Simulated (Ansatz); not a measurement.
A run of Ansatz 0.2.0:

Contents of input.yaml:

```yaml
crystal:
  lattice:
    - [0.0, 2.2535006075, 2.2535006075]
    - [2.2535006075, 0.0, 2.2535006075]
    - [2.2535006075, 2.2535006075, 0.0]
  atoms:
    - { symbol: Ga, position: [0.0, 0.0, 0.0] }
    - { symbol: "N", position: [0.25, 0.25, 0.25] }
kpoints:
  mp_grid: { grid: [6, 6, 6] }
scf:
  occupations: { method: fermi_dirac, width: 0.04 }
hamiltonian:
  xc: pbe
  pseudopotentials: { kind: all_electron, lapw: { basis_error: 0.002 } }
output:
  forces: true
  stress: true
  eigenvalues: true
```

Potentials or basis: all-electron LAPW, scalar-relativistic.

The run is started by

```sh
$ ansatz run input.yaml --threads 1 --pin off --max-ram 3072MiB --backend cpu --events-out ev --progress --plain --runs-dir out
```

Hardware: 1 thread of Arm Neoverse V1 (shared host).

**Question.** Estimate the wall time of this run.

**Answer.** Run time: 6.1 s on 1 thread of Arm Neoverse V1 (shared host), peak memory 0.23 GiB. Counts: scf iterations 8, plane waves 411, k points 16, bands 18.
